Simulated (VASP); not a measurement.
Write the native input for VASP 6.6.1 that does the following.

```
Task                   : relaxation of cell and atoms
Functional             : PBE
Dispersion             : D3(BJ)
Potentials or basis    : VASP PAW PBE potentials, release 64 (Li_sv)
Cutoff                 : 600 eV
k mesh                 : 18 × 18 × 18
Occupations            : gaussian, width 0.1 eV
Spin                   : no spin polarisation
Dipole correction      : no
Further INCAR settings : ALGO = Normal; EDIFF = 1e-06; IBRION = 2; EDIFFG = -0.002; NSW = 100; ISIF = 3
```

The structure of Li lies in POSCAR:

```
Li
1.0
   -1.6605382390      1.6605382390      1.6605382390
    1.6605382390     -1.6605382390      1.6605382390
    1.6605382390      1.6605382390     -1.6605382390
Li
1
Direct
    0.0000000000      0.0000000000      0.0000000000
```

One way to write it, as run:

INCAR

```
SYSTEM = Li
  PREC = Accurate
  ENCUT = 600
  EDIFF = 1E-6
  ISMEAR = 0
  SIGMA = 0.1
  LREAL = .FALSE.
  LASPH = .TRUE.
  NELM = 100
  ALGO = Normal
  ISIF = 3
  LWAVE = .FALSE.
  LCHARG = .FALSE.
  GGA = PE
  IVDW = 12
  IBRION = 2
  NSW = 100
  EDIFFG = -0.002
```

KPOINTS

```
regular mesh
0
G
  18 18 18
  0 0 0
```

Potentials or basis: VASP PAW PBE potentials, release 64 (Li_sv).

Command:

```sh
$ cat potpaw_PBE.64/Li_sv/POTCAR > POTCAR
$ mpirun -np 1 vasp_std > vasp.out
```

It gave:

| Property | Result |
| --- | --- |
| Relaxed volume | 18.17 Å³/atom |
| Relaxed cell | a = 2.868 Å, b = 2.868 Å, c = 2.868 Å, α = 109.47°, β = 109.47°, γ = 109.47° |
| Space group after relaxing (to 0.05 Å) | Im-3m (No. 229) |
| Energy gained by relaxing | 0.1 meV/atom |
| Ionic steps | 4 |
| Pressure after relaxing | 0.0 GPa |
| Band gap on the k mesh | none (metal or under the smearing width) |
| Dispersion energy per atom | -0.189 eV |

Caveat: the cutoff is under 1.25 times the usual one of these potentials, so pressure, stress and relaxed cells hold a basis-set (Pulay) error; pairwise dispersion overbinds metals, which lowers pressure and volume.

Wall time 20 s on 1 thread of AMD EPYC 9R45 96-Core Processor (Zen 5), on a shared host, peak memory 0.12 GiB.
